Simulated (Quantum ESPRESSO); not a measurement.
## Cu: phonons at L under several settings

```xyz
1
Lattice="0.0000 1.8075 1.8075 1.8075 0.0000 1.8075 1.8075 1.8075 0.0000" Properties=species:S:1:pos:R:3 pbc="T T T"
Cu    0.0000    0.0000    0.0000
```

All runs used Quantum ESPRESSO 7.5; k mesh 9 × 9 × 9; given cell, atoms relaxed; no spin polarisation; occupations cold, width 0.2 eV.

```tsv
level	potentials	cutoff (eV)	pressure (GPa)	frequencies (cm⁻¹)
PBE	SSSP 1.3 efficiency PBE	748	?	?
PBE	JTH 2.0 PBE	735	4.9	130 130 375
PBE	GBRV 1.5 PBE	762	1.8	129 129 378
PBE	SG15 PBE 1.2	1197	2.1	141 141 378
PBE	Ansatz NC SR PBE	1252	1.8	134 134 376
```

What stands in the row left open?

Pressure 1.4 GPa; frequencies 113 113 248 cm⁻¹.

Caveats: the mesh is thin for the phonons of a metal; the q point doesn't lie on the k mesh, which can shift a metal's frequencies strongly unless the mesh is converged; the cell is more than 3 GPa from zero pressure, which shifts response properties (some runs).

For the row left open. Caveat: the k mesh is coarse; the mesh is thin for the phonons of a metal; the q point doesn't lie on the k mesh, which can shift a metal's frequencies strongly unless the mesh is converged.

The runs don't all hold the same shells in valence.
